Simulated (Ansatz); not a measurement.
Computed with DFT PBE, scalar-relativistic, plane waves, PAW in Ansatz.

Settings: cutoff 420 eV, Γ-centred mesh 8×8×8 on the computed 2-atom cell, Gaussian smearing of 0.02 eV; no spin polarisation.

Structure with the computed forces (eV/Å) in the last three columns:

```xyz
2
Lattice="-0.0003 2.7137 2.6417 2.8654 -0.1453 2.7867 2.7356 2.7288 -0.0155" Properties=species:S:1:pos:R:3:forces:R:3 pbc="T T T" pressure_GPa=-1.60
K    -0.0018    0.0142    0.0263    0.0020   -0.0190   -0.0630
F     2.8021    2.6344    2.6802   -0.0020    0.0190    0.0630
```

Stress tensor (GPa, compression positive):

```
-1.95  0.72 -0.75
 0.72 -1.85  0.89
-0.75  0.89 -0.99
```